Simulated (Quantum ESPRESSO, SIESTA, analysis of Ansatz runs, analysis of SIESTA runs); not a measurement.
# Levels of V_I in NaI (Fm-3m), rung by rung (SIESTA), part 3 of 5

We place the charge-transition levels of V_I in NaI (Fm-3m) with atom-centred orbitals, then repeat the energies at other levels of method to see what holds. Model: a cell of 54 host atoms with 1 I taken out.

SIESTA 5.4.2; SIESTA numerical-orbital DFT, PBEsol, DZP basis, PseudoDojo 0.4.1 potentials converted to PSML; charged supercells in a uniform background, point-charge correction with alignment at far sites.

So far. Step 2 (Band edges): The gap at this level is 3.69 eV.

## (3) Relaxing each charge state (continued)

Level of this step: SIESTA numerical-orbital DFT, PBEsol, DZP basis, PseudoDojo 0.4.1 potentials converted to PSML; relaxation of all atoms of a defect supercell (SIESTA).

The states that were run, at one point at (¼, ¼, ¼), on 1 MPI rank of Intel Xeon Platinum 8259CL at 2.50GHz (Skylake/Cascade Lake), shared host:

```
charge  moment (μB)    outcome  structures computed  largest displacement of a host atom from its site (Å)  lowest empty less highest filled level (eV)    time
     0            1  converged                    4                                                   0.04                                         0.60  21 min
    +1            0  converged                    9                                                   0.19                                         3.57  32 min
    −1            0  converged                   23                                                   0.41                                         1.21  75 min
```

Against the host's sites the lattice moves most at charge −1 (0.41 Å); the smallest move among the states is 0.04 Å.

## (4) Corrections and levels

A charged cell interacts with its images and the background. The point-charge term, screened by the static dielectric constant, takes that out, and the potential far from the defect is aligned with the host's. Chemical potentials: I (solid I2 (Cmce)) and Na (bcc), run alike.

By state, in eV; the first energy still holds the atoms taken out or put in:

| charge | moment (μB) | energy over the host, electrons at the valence top | point-charge term | potential shift at far sites | its spread | correction |
| --- | --- | --- | --- | --- | --- | --- |
| −1 | 0 | 358.628 | 0.240 | 0.044 | 0.032 | 0.196 |
| 0 | 1 | 355.405 | 0.000 | - | - | 0.000 |
| +1 | 0 | 352.211 | 0.240 | 0.020 | 0.013 | 0.261 |

Potentials at atomic sites for charge −1, some of the atoms; distances and the model charge refer to the site on which the defect was built:

```
atom  distance from that site (Å)  potential less the host's (eV)  point-charge model (eV)
Na28                        2.812                           0.263                    0.258
Na44                        2.890                           0.237                    0.239
 I22                        4.586                          -0.002                    0.012
 I45                        4.588                           0.000                    0.012
Na48                        5.571                          -0.079                   -0.043
Na21                        5.572                          -0.083                   -0.043
 I41                        6.386                           0.068                   -0.080
 Na5                        7.198                          -0.017                   -0.076
Na13                        7.198                          -0.009                   -0.076
 I47                        7.881                          -0.069                   -0.081
 I53                        7.884                          -0.069                   -0.081
```

Over the charge states the far sites scatter by a standard deviation of up to 0.03 eV about the model once its mean shift is taken off, which is the uncertainty of the alignment.

Limit set by the element alone; other compounds of these elements are not counted. Chemical potentials from the elements' reference states: I 0.00 eV, Na -2.69 eV. Formation energy by charge state (I-rich; gap 3.69 eV):

```
charge  at valence top (eV)  at conduction bottom (eV)  correction included (eV)
    +1                 0.40                       4.09                      0.26
     0                 3.33                       3.33                      0.00
    −1                 6.75                       3.06                      0.20
```

| Fermi level (eV) | lowest formation energy (eV) |
| --- | --- |
| 0.00 | 0.40 |
| 0.34 | 0.73 |
| 0.67 | 1.07 |
| 1.01 | 1.40 |
| 1.34 | 1.74 |
| 1.68 | 2.07 |
| 2.01 | 2.41 |
| 2.35 | 2.75 |
| 2.69 | 3.08 |
| 3.02 | 3.33 |
| 3.36 | 3.33 |
| 3.69 | 3.06 |

Limit set by the element alone; other compounds of these elements are not counted. Chemical potentials from the elements' reference states: Na 0.00 eV, I -2.69 eV. Formation energies (Na-rich), with the Fermi level at the valence top and at the conduction bottom (gap 3.69 eV):

```csv
charge,at valence top (eV),at conduction bottom (eV),correction included (eV)
+1,-2.29,1.40,0.26
0,0.64,0.64,0.00
−1,4.06,0.37,0.20
```

Fermi level (eV), lowest formation energy (eV) and a bar from the least value:
```
     0.00      -2.29 
     0.34      -1.95 ###
     0.67      -1.62 #######
     1.01      -1.28 ##########
     1.34      -0.95 ##############
     1.68      -0.61 #################
     2.01      -0.27 #####################
     2.35       0.06 ########################
     2.69       0.40 ###########################
     3.02       0.64 ##############################
     3.36       0.64 ##############################
     3.69       0.37 ###########################
```

So at this level: (+1/0) at 2.93 eV (3.19 without the correction) and (0/−1) at 3.42 eV (3.22 without the correction), in a gap of 3.69 eV.

## (5) SIESTA, PBEsol, DZP, mesh 300 Ry, energy shift 0.02 Ry, with orbitals at the vacancy, k = ¼

The orbitals' energy shift goes from 0.005 to 0.02 Ry on the same structures. A larger shift confines the orbitals more: the run is cheaper, and the tails that carry anions and vacancy electrons are cut.

Contents of defect.fdf:

```
SystemName                      Na27I26
SystemLabel                     defect
NumberOfSpecies                 3
NumberOfAtoms                   54
%block ChemicalSpeciesLabel
  1   11 Na
  2   53 I
  3  -53 I_ghost
%endblock ChemicalSpeciesLabel
LatticeConstant                 1.0 Ang
%block LatticeVectors
     0.000000000     9.655971000     9.655971000
     9.655971000     0.000000000     9.655971000
     9.655971000     9.655971000     0.000000000
%endblock LatticeVectors
AtomicCoordinatesFormat         Fractional
%block AtomicCoordinatesAndAtomicSpecies
     0.000032778     0.000039509     0.000002537  1
     0.166928629     0.167032502     0.166933496  2
     0.000051989    -0.000048778     0.333057856  1
[... 25 atom lines left out ...]
     0.500055665     0.499972504     0.836189442  2
[... 3 atom lines left out ...]
     0.500115265     0.835775863     0.499964996  2
[... 1 atom line left out ...]
     0.500874381     0.832895159     0.832976249  2
[... 9 atom lines left out ...]
     0.835962069     0.499975248     0.500119926  2
[... 1 atom line left out ...]
     0.832842704     0.500870912     0.833013169  2
[... 3 atom lines left out ...]
     0.832882162     0.832958073     0.500892453  2
[... 2 atom lines left out ...]
     0.500000000     0.500000000     0.500000000  3
%endblock AtomicCoordinatesAndAtomicSpecies
%block kgrid.MonkhorstPack
    1   0   0  0.25
    0   1   0  0.25
    0   0   1  0.25
%endblock kgrid.MonkhorstPack
XC.Functional                   GGA
XC.Authors                      PBEsol
PAO.BasisSize                   DZP
PAO.EnergyShift                 0.02 Ry
Mesh.Cutoff                     300 Ry
NetCharge                       -1.0
OccupationFunction              FD
ElectronicTemperature           0.01 eV
MaxSCFIterations                150
SCF.MustConverge                true
SCF.Mixer.Method                Pulay
SCF.Mixer.Weight                0.2
SCF.Mixer.History               10
SCF.DM.Tolerance                1.0e-4
SCF.H.Tolerance                 1.0e-3 eV
WriteForces                     true
Charge.Mulliken                 end
SaveRho                         true
SaveElectrostaticPotential      true
Charge.Hirshfeld                end
Charge.Voronoi                  end
```

Started as:

```bash
> OMP_NUM_THREADS=1 siesta defect.fdf > defect.out
```

Log:

```text
Version         : 5.4.2

                           ***********************
                           *  WELCOME TO SIESTA  *
                           ***********************

[...]
reinit: Reading from file defect.fdf

reinit: -----------------------------------------------------------------------
reinit: System Name: Na27I26
reinit: -----------------------------------------------------------------------
reinit: System Label: defect
reinit: -----------------------------------------------------------------------

initatom: Reading input for the pseudopotentials and atomic orbitals ----------
Species number:   1 Atomic number:   11 Label: Na
Species number:   2 Atomic number:   53 Label: I
Species number:   3 Atomic number:  -53 Label: I_ghost (floating PAOs)

[... pseudopotential checks and orbital generation ...]

prinput: Basis input

PAO.BasisType split

%block ChemicalSpeciesLabel
    1   11 Na                      # Species index, atomic number, species label
    2   53 I                       # Species index, atomic number, species label
    3  -53 I_ghost                 # Species index, atomic number, species label
%endblock ChemicalSpeciesLabel

%block PAO.Basis                 # Define Basis set
# WARNING: This information might be incomplete!
Na                    4                    # Species label, number of l-shells
 n=2   0   1                         # n, l, Nzeta
   2.422
   1.000
 n=3   0   2                         # n, l, Nzeta
   7.953      6.179
   1.000      1.000
 n=2   1   1                         # n, l, Nzeta
   2.749
   1.000
 n=3   1   1                         # n, l, Nzeta
   7.953
   1.000
I                     2                    # Species label, number of l-shells
 n=5   0   2                         # n, l, Nzeta
[...]
(Free)E + p*V (eV/cell)   -42727.7560
Target enthalpy (eV/cell)   -42702.3200
[...]
siesta: Final energy (eV):
siesta:  Band Struct. =   -9299.664826
siesta:       Kinetic =   22794.538137
siesta:       Hartree =   15782.044416
siesta:         Exch. =   -7206.709988
siesta:         Corr. =    -600.013470
siesta:   Exch.-corr. =   -7806.723458
siesta:  Ion-electron =  -54863.922161
siesta:       Ion-ion =  -18608.256963
siesta:         Total =  -42702.320029
siesta:         Fermi =      -1.596318
[...]
siesta: Atomic forces (eV/Ang):
siesta:      1   -0.007304    0.001129   -0.003797
siesta:      2    0.003733    0.005105    0.000561
siesta:      3    0.018182    0.015015   -0.001078
[...]
siesta:     53   -0.004854   -0.004360   -0.001084
siesta:     54    0.001336   -0.004273   -0.003842
siesta: ----------------------------------------
siesta:    Tot    0.058857    0.045184    0.028921
[...]
siesta: Stress tensor (static) (eV/Ang**3):
siesta:     0.014102    0.000359    0.000362
siesta:     0.000359    0.014119    0.000361
siesta:     0.000362    0.000361    0.014157
[...]
siesta: Cell volume =       1800.602521 Ang**3
[...]
siesta: Pressure (static):
siesta:                Solid            Molecule  Units
siesta:          -0.00015386         -0.00015820  Ry/Bohr**3
siesta:          -0.01412636         -0.01452542  eV/Ang**3
siesta:         -22.63293064        -23.27229082  kBar
[...]
mulliken: Qtot =      426.000

Mulliken Atomic Populations:
Atom #   charge [q] valence [e]  Species
     1    -0.562295    9.562295  Na
     2     0.548943    6.451057  I
     3    -0.610304    9.610304  Na
     4     0.547804    6.452196  I
     5    -0.610249    9.610249  Na
     6     0.540606    6.459394  I
[...]
50    -0.502858    9.502858  Na
    51     0.547732    6.452268  I
    52    -0.580895    9.580895  Na
    53     0.549675    6.450325  I
    54     7.011798   -0.011798  I_ghost
 Total     6.000000

[...]
Job completed
```

Run time: 2.5 min. Hardware: 1 MPI rank of Intel Xeon Platinum 8259CL at 2.50GHz (Skylake/Cascade Lake), shared host; peak memory 0.71 GiB.

On the kept structures the largest force at this level is 0.11 eV/Å, so they are close to rest here too.

By state, in eV; the first energy still holds the atoms taken out or put in:

```csv
charge,moment (μB),"energy over the host, electrons at the valence top",point-charge term,potential shift at far sites,its spread,correction
−1,0,358.278,0.240,0.018,0.038,0.222
0,1,355.002,0.000,-,-,0.000
+1,0,351.782,0.240,0.008,0.013,0.249
```

Against the first level the gap goes from 3.69 to 3.74 eV, and the level that moves most, (0/−1), from 3.42 to 3.50 eV.

## (6) SIESTA, PBEsol, DZP, mesh 300 Ry, energy shift 0.01 Ry, with orbitals at the vacancy, k = ¼

The orbitals' energy shift goes from 0.005 to 0.01 Ry on the same structures. A larger shift confines the orbitals more: the run is cheaper, and the tails that carry anions and vacancy electrons are cut.

Edit defect.fdf of step 5 so:

```diff
@@ -43,3 +43,3 @@
 PAO.BasisSize                   DZP
-PAO.EnergyShift                 0.02 Ry
+PAO.EnergyShift                 0.01 Ry
 Mesh.Cutoff                     300 Ry
```

Log:

```text
Version         : 5.4.2

                           ***********************
                           *  WELCOME TO SIESTA  *
                           ***********************

[...]
reinit: Reading from file defect.fdf

reinit: -----------------------------------------------------------------------
reinit: System Name: Na27I26
reinit: -----------------------------------------------------------------------
reinit: System Label: defect
reinit: -----------------------------------------------------------------------

initatom: Reading input for the pseudopotentials and atomic orbitals ----------
Species number:   1 Atomic number:   11 Label: Na
Species number:   2 Atomic number:   53 Label: I
Species number:   3 Atomic number:  -53 Label: I_ghost (floating PAOs)

[... pseudopotential checks and orbital generation ...]

prinput: Basis input

PAO.BasisType split

%block ChemicalSpeciesLabel
    1   11 Na                      # Species index, atomic number, species label
    2   53 I                       # Species index, atomic number, species label
    3  -53 I_ghost                 # Species index, atomic number, species label
%endblock ChemicalSpeciesLabel

%block PAO.Basis                 # Define Basis set
# WARNING: This information might be incomplete!
Na                    4                    # Species label, number of l-shells
 n=2   0   1                         # n, l, Nzeta
   2.609
   1.000
 n=3   0   2                         # n, l, Nzeta
   8.826      6.675
   1.000      1.000
 n=2   1   1                         # n, l, Nzeta
   3.003
   1.000
 n=3   1   1                         # n, l, Nzeta
   8.826
   1.000
I                     2                    # Species label, number of l-shells
 n=5   0   2                         # n, l, Nzeta
[...]
(Free)E + p*V (eV/cell)   -42740.5544
Target enthalpy (eV/cell)   -42731.0002
[...]
siesta: Final energy (eV):
siesta:  Band Struct. =   -9602.377625
siesta:       Kinetic =   22654.706607
siesta:       Hartree =   15687.107808
siesta:         Exch. =   -7183.905605
siesta:         Corr. =    -599.657018
siesta:   Exch.-corr. =   -7783.562622
siesta:  Ion-electron =  -54866.108357
siesta:       Ion-ion =  -18423.143649
siesta:         Total =  -42731.000213
siesta:         Fermi =      -2.491856
[...]
siesta: Atomic forces (eV/Ang):
siesta:      1   -0.006024    0.000392   -0.003804
siesta:      2    0.002457    0.003833   -0.000599
siesta:      3    0.004594    0.002327   -0.000883
[...]
siesta:     53   -0.003611   -0.002990    0.000198
siesta:     54    0.000333   -0.001324   -0.001240
siesta: ----------------------------------------
siesta:    Tot    0.044386    0.038933    0.025247
[...]
siesta: Stress tensor (static) (eV/Ang**3):
siesta:     0.005301    0.000264    0.000262
siesta:     0.000264    0.005300    0.000260
siesta:     0.000262    0.000260    0.005317
[...]
siesta: Cell volume =       1800.602521 Ang**3
[...]
siesta: Pressure (static):
siesta:                Solid            Molecule  Units
siesta:          -0.00005779         -0.00006115  Ry/Bohr**3
siesta:          -0.00530611         -0.00561442  eV/Ang**3
siesta:          -8.50133332         -8.99529729  kBar
[...]
mulliken: Qtot =      426.000

Mulliken Atomic Populations:
Atom #   charge [q] valence [e]  Species
     1    -0.365336    9.365336  Na
     2     0.316583    6.683417  I
     3    -0.375398    9.375398  Na
     4     0.315495    6.684505  I
     5    -0.375426    9.375426  Na
     6     0.327549    6.672451  I
[...]
50    -0.330541    9.330541  Na
    51     0.315442    6.684558  I
    52    -0.347065    9.347065  Na
    53     0.317445    6.682555  I
    54     7.033098   -0.033098  I_ghost
 Total     6.000000

[...]
Job completed
```

The job ended after 4.1 min (1 MPI rank; peak memory 0.82 GiB).

On the kept structures the largest force at this level is 0.10 eV/Å, so they are close to rest here too.

By state, in eV; the first energy still holds the atoms taken out or put in:

```csv
charge,moment (μB),"energy over the host, electrons at the valence top",point-charge term,potential shift at far sites,its spread,correction
−1,0,358.609,0.240,0.034,0.034,0.207
0,1,355.305,0.000,-,-,0.000
+1,0,352.102,0.240,0.015,0.013,0.255
```

Against the first level the gap goes from 3.69 to 3.74 eV, and the level that moves most, (0/−1), from 3.42 to 3.51 eV.

## (7) SIESTA, PBEsol, DZP, mesh 300 Ry, energy shift 0.002 Ry, with orbitals at the vacancy, k = ¼

The orbitals' energy shift goes from 0.005 to 0.002 Ry on the same structures. A smaller shift lets the orbitals reach further, at a higher cost; if the levels stay, the first range was enough.

Edit defect.fdf of step 6 so:

```diff
@@ -43,3 +43,3 @@
 PAO.BasisSize                   DZP
-PAO.EnergyShift                 0.01 Ry
+PAO.EnergyShift                 0.002 Ry
 Mesh.Cutoff                     300 Ry
```

Log:

```text
Version         : 5.4.2

                           ***********************
                           *  WELCOME TO SIESTA  *
                           ***********************

[...]
reinit: Reading from file defect.fdf

reinit: -----------------------------------------------------------------------
reinit: System Name: Na27I26
reinit: -----------------------------------------------------------------------
reinit: System Label: defect
reinit: -----------------------------------------------------------------------

initatom: Reading input for the pseudopotentials and atomic orbitals ----------
Species number:   1 Atomic number:   11 Label: Na
Species number:   2 Atomic number:   53 Label: I
Species number:   3 Atomic number:  -53 Label: I_ghost (floating PAOs)

[... pseudopotential checks and orbital generation ...]

prinput: Basis input

PAO.BasisType split

%block ChemicalSpeciesLabel
    1   11 Na                      # Species index, atomic number, species label
    2   53 I                       # Species index, atomic number, species label
    3  -53 I_ghost                 # Species index, atomic number, species label
%endblock ChemicalSpeciesLabel

%block PAO.Basis                 # Define Basis set
# WARNING: This information might be incomplete!
Na                    4                    # Species label, number of l-shells
 n=2   0   1                         # n, l, Nzeta
   3.027
   1.000
 n=3   0   2                         # n, l, Nzeta
  10.826      7.542
   1.000      1.000
 n=2   1   1                         # n, l, Nzeta
   3.590
   1.000
 n=3   1   1                         # n, l, Nzeta
  10.826
   1.000
I                     2                    # Species label, number of l-shells
 n=5   0   2                         # n, l, Nzeta
[...]
(Free)E + p*V (eV/cell)   -42749.9058
Target enthalpy (eV/cell)   -42750.2757
[...]
siesta: Final energy (eV):
siesta:  Band Struct. =   -9944.633740
siesta:       Kinetic =   22592.315508
siesta:       Hartree =   15636.397362
siesta:         Exch. =   -7173.616340
siesta:         Corr. =    -599.738883
siesta:   Exch.-corr. =   -7773.355222
siesta:  Ion-electron =  -55057.359748
siesta:       Ion-ion =  -18148.273617
siesta:         Total =  -42750.275717
siesta:         Fermi =      -3.369762
[...]
siesta: Atomic forces (eV/Ang):
siesta:      1   -0.005318    0.001397   -0.001996
siesta:      2    0.002540    0.003960   -0.000804
siesta:      3    0.001708    0.000645    0.000834
[...]
siesta:     53   -0.003560   -0.002806    0.000570
siesta:     54    0.000162   -0.000433   -0.000353
siesta: ----------------------------------------
siesta:    Tot    0.030458    0.024690    0.014704
[...]
siesta: Stress tensor (static) (eV/Ang**3):
siesta:    -0.000209    0.000386    0.000383
siesta:     0.000386   -0.000207    0.000384
siesta:     0.000383    0.000384   -0.000200
[...]
siesta: Cell volume =       1800.602521 Ang**3
[...]
siesta: Pressure (static):
siesta:                Solid            Molecule  Units
siesta:           0.00000224          0.00000225  Ry/Bohr**3
siesta:           0.00020544          0.00020635  eV/Ang**3
siesta:           0.32915174          0.33061587  kBar
[...]
mulliken: Qtot =      426.000

Mulliken Atomic Populations:
Atom #   charge [q] valence [e]  Species
     1     0.281391    8.718609  Na
     2    -0.311256    7.311256  I
     3     0.258279    8.741721  Na
     4    -0.311554    7.311554  I
     5     0.258759    8.741241  Na
     6    -0.289012    7.289012  I
[...]
50     0.177566    8.822434  Na
    51    -0.311579    7.311579  I
    52     0.295138    8.704862  Na
    53    -0.310942    7.310942  I
    54     7.013474   -0.013474  I_ghost
 Total     6.000000

[...]
Job completed
```

The job ended after 9 min (1 MPI rank; peak memory 1.2 GiB).

On the kept structures the largest force at this level is 0.05 eV/Å, so they are close to rest here too.

By state, in eV; the first energy still holds the atoms taken out or put in:

```csv
charge,moment (μB),"energy over the host, electrons at the valence top",point-charge term,potential shift at far sites,its spread,correction
−1,0,358.694,0.240,0.049,0.032,0.191
0,1,355.486,0.000,-,-,0.000
+1,0,352.294,0.240,0.026,0.012,0.267
```

Against the first level the gap goes from 3.69 to 3.69 eV, and the level that moves most, (0/−1), from 3.42 to 3.40 eV.

[end of part 3 of 5]

[Logs are printed without paths, hosts, clocks, repeated set-up lines and the standing remarks that a program may print on its own settings, such as how far it seeks lower states.]

[Hosts, paths, dates, database ids (printed as entryN), source tags and the programs' standing remarks are cut or masked in the printed files.]

[For some hosts the program warned that the k-mesh of the response run may be too coarse for force constants and the static dielectric constant; such warnings are not shown here.]

[Charge tables in the logs are Mulliken or Hirshfeld populations, whose sizes and signs can differ; where basis functions stand at a vacancy, SIESTA counts their charge against the missing atom's valence.]

[In relaxation paths of CP2K, step 0 can be the structure after the first move, since the trajectory file begins there, and the last row can be the final structure solved once more.]
